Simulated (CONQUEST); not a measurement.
## Tc under changes of volume

One of the cells (15.126 Å³/atom); the others are scaled copies at fixed shape and fractional positions:

```
CELL_PARAMETERS angstrom
2.77598 0.00000 0.00000
0.00000 2.77598 0.00000
0.00000 0.00000 3.92583
ATOMIC_POSITIONS crystal
Tc 0.00000 0.00000 0.00000
Tc 0.50000 0.50000 0.50000
```

This isn't the form of Tc at room conditions, which is hcp.

```yaml
Program: CONQUEST 1.3
Functional: PBE
Potentials_or_basis: PseudoDojo NC PBE, DZP, grid of 32 × 32 × 40 points
k_mesh: 10 × 10 × 7
Occupations: fermi-dirac, width 0.05 eV
Spin: no spin polarisation
```

| volume (Å³/atom) | energy over the lowest point (meV/atom) | pressure (GPa) |
| --- | --- | --- |
| 13.940 | 52.15 | 20.2 |
| 14.237 | 22.05 | 12.6 |
| 14.830 | 0.00 | -0.5 |
| 15.126 | 6.09 | -5.9 |
| 15.423 | ? | ? |
| 15.720 | 46.03 | -15.3 |

Q: What does the run at 15.423 Å³/atom give?

A: Energy over the lowest point 21.73 meV/atom; pressure -10.8 GPa.

Worked out: A Birch-Murnaghan fit of order 3 (a polynomial in V^(-2/3)) to the other rows has its minimum at 14.81 Å³/atom with B0 = V·E''(V) = 293 GPa and B' = 4.1. It gives 21.60 meV/atom at 15.423 Å³/atom, against the run's 21.73, and -dE/dV = -10.9 GPa, against -10.8.

Energies are extrapolated to zero smearing.

Caveats: the basis of atomic orbitals isn't converged, which shifts pressures, moduli and gaps; the real-space grid breaks the cell's symmetry a little.
